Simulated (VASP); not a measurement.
# LiF in VASP 6.6.1, single-point calculation

INCAR

```
SIGMA = 0.01
ISMEAR = 0
LREAL = .FALSE.
LWAVE = .FALSE.
PREC = Accurate
ISIF = 2
METAGGA = R2SCAN
NBANDS = 12
NSW = 0
ENCUT = 520
ALGO = Normal
EDIFF = 1E-8
IBRION = -1
LCHARG = .FALSE.
NELM = 65
LASPH = .TRUE.
```

KPOINTS

```
KPOINTS created by Atomic Simulation Environment
0
Gamma
10 10 10
0 0 0
```

POSCAR

```
Li F
 1.0000000000000000
     0.0000000000000000    1.9948717375364053    1.9948717375364053
     1.9948717375364053    0.0000000000000000    1.9948717375364053
     1.9948717375364053    1.9948717375364053    0.0000000000000000
 Li  F
   1   1
Cartesian
  0.0000000000000000  0.0000000000000000 -0.0000000000000000
  1.9948717375364053  1.9948717375364053  1.9948717375364053
```

The recommended PBE PAW datasets give the neutral cell 10 valence electrons.

Command

```
mpirun -np 1 vasp_std
```

OSZICAR

```
N       E                     dE             d eps       ncg     rms          rms(c)
DAV:   1     0.276458220327E+02    0.27646E+02   -0.55646E+03  1172   0.869E+02
DAV:   2    -0.139037394624E+02   -0.41550E+02   -0.40690E+02  1340   0.196E+02
DAV:   3    -0.149621856497E+02   -0.10584E+01   -0.10561E+01  1544   0.276E+01
DAV:   4    -0.149736406783E+02   -0.11455E-01   -0.11454E-01  1296   0.293E+00
DAV:   5    -0.149738031200E+02   -0.16244E-03   -0.16244E-03  1560   0.262E-01    0.389E+00
DAV:   6    -0.119041898862E+02    0.30696E+01   -0.68016E-01  1168   0.613E+00    0.152E+00
DAV:   7    -0.119040322006E+02    0.15769E-03   -0.47602E-01  1340   0.490E+00    0.120E+00
DAV:   8    -0.120444548431E+02   -0.14042E+00   -0.10694E+00  1200   0.709E+00    0.267E+00
DAV:   9    -0.119039830712E+02    0.14047E+00   -0.71119E-01  1188   0.547E+00    0.950E-02
DAV:  10    -0.119033300594E+02    0.65301E-03   -0.64664E-03  1276   0.833E-01    0.130E-01
DAV:  11    -0.119032523697E+02    0.77690E-04   -0.20937E-04  1308   0.128E-01    0.702E-02
DAV:  12    -0.119031644518E+02    0.87918E-04   -0.57227E-04  1272   0.161E-01    0.584E-03
DAV:  13    -0.119031626206E+02    0.18312E-05   -0.57844E-06  1392   0.229E-02    0.253E-03
DAV:  14    -0.119031624879E+02    0.13271E-06   -0.21624E-07  1460   0.407E-03    0.103E-03
DAV:  15    -0.119031623090E+02    0.17894E-06   -0.11271E-07  1324   0.248E-03    0.922E-05
DAV:  16    -0.119031623088E+02    0.23522E-09   -0.13413E-09   684   0.338E-04
   1 F= -.11903162E+02 E0= -.11903162E+02  d E =-.175098E-31
```

From OUTCAR

```
k-points           NKPTS =     47   k-points in BZ     NKDIM =     47   number of bands    NBANDS=     12

   NELECT =      10.0000    total number of electrons

   dimension x,y,z NGX =    24 NGY =   24 NGZ =   24
   dimension x,y,z NGXF=    48 NGYF=   48 NGZF=   48

  energy-cutoff  :      520.00
  volume of cell :       15.88
      direct lattice vectors                 reciprocal lattice vectors
     0.000000000  1.994871738  1.994871738    -0.250642681  0.250642681  0.250642681
     1.994871738  0.000000000  1.994871738     0.250642681 -0.250642681  0.250642681
     1.994871738  1.994871738  0.000000000     0.250642681  0.250642681 -0.250642681

 k-points in reciprocal lattice and weights: KPOINTS created by Atomic Simulation Env
   0.00000000  0.00000000  0.00000000       0.001
   0.10000000  0.00000000  0.00000000       0.008
   0.20000000  0.00000000  0.00000000       0.008
   0.30000000  0.00000000  0.00000000       0.008
   0.40000000  0.00000000  0.00000000       0.008
   0.50000000  0.00000000  0.00000000       0.004
   0.10000000  0.10000000  0.00000000       0.006
   0.20000000  0.10000000  0.00000000       0.024
   ...

 E-fermi :  -1.3856

 k-point     1 :       0.0000    0.0000    0.0000
  band No.  band energies     occupation
      1     -43.4752      2.00000
      2     -22.6393      2.00000
      3      -1.4644      2.00000
      4      -1.4644      2.00000
      5      -1.4644      2.00000
      6       9.0886      0.00000
      7      24.3058      0.00000
      8      24.3058      0.00000
      9      24.3058      0.00000
     10      25.0279      0.00000
     11      25.0279      0.00000
     12      25.0289      0.00000

 k-point     2 :       0.1000    0.0000    0.0000
  band No.  band energies     occupation
      1     -43.4692      2.00000
      2     -22.6008      2.00000
      3      -1.7525      2.00000
      4      -1.4898      2.00000
      5      -1.4898      2.00000
      6       9.3674      0.00000
      7      21.4618      0.00000
      8      23.2616      0.00000
      9      23.2622      0.00000
     10      25.7286      0.00000
     11      25.7289      0.00000
     12      26.1495      0.00000

 k-point     3 :       0.2000    0.0000    0.0000
  band No.  band energies     occupation
      1     -43.4531      2.00000
      2     -22.4968      2.00000
      3      -2.4517      2.00000
      4      -1.5549      2.00000
      5      -1.5549      2.00000
      6       9.9850      0.00000
      7      18.9103      0.00000
      8      21.7058      0.00000
      9      21.7065      0.00000
     10      26.9825      0.00000
     11      26.9825      0.00000
     12      27.1758      0.00000

 k-point     4 :       0.3000    0.0000    0.0000
  band No.  band energies     occupation
      1     -43.4330      2.00000
      2     -22.3626      2.00000
      3      -3.2355      2.00000
      4      -1.6328      2.00000
      5      -1.6328      2.00000
      6      10.4634      0.00000
      7      17.4774      0.00000
      8      20.3735      0.00000
      9      20.3742      0.00000
     10      28.6115      0.00000
     11      28.7188      0.00000
     12      28.7189      0.00000

 ...

  Total       -0.0757397     -0.0757397     -0.0757397      0.0000000     -0.0000000      0.0000000
  in kB       -7.6429205     -7.6429205     -7.6429205      0.0000000     -0.0000000      0.0000000
  external PRESSURE =      -7.6429205 kB  Pullay stress =       0.0000000 kB

 POSITION                                       TOTAL-FORCE (eV/Angst)
 -----------------------------------------------------------------------------------
      0.00000      0.00000      0.00000        -0.000000     -0.000000      0.000000
      1.99487      1.99487      1.99487         0.000000      0.000000     -0.000000
 -----------------------------------------------------------------------------------
    total drift:                               -0.000000     -0.000000      0.000000

  FREE ENERGIE OF THE ION-ELECTRON SYSTEM (eV)
  ---------------------------------------------------
  free  energy   TOTEN  =       -11.9031623088 eV

  energy  without entropy=      -11.9031623088  energy(sigma->0) =      -11.90316231
```

It converged. Results: gap between bands v and c on the k mesh 10.55 eV; least direct gap on the k mesh 10.55 eV; pressure -0.8 GPa. Band v is the last that the valence electrons fill when counted band by band, and c is the next.

For comparison, a separate r²SCAN run of the intended cell, on usual settings and not on those above, gives a gap of 10.55 eV on its mesh and a pressure of -0.8 GPa.

The run above took about 26 s on one core of a shared host (Intel Xeon Platinum 8488C) and held 0.14 GiB at most.
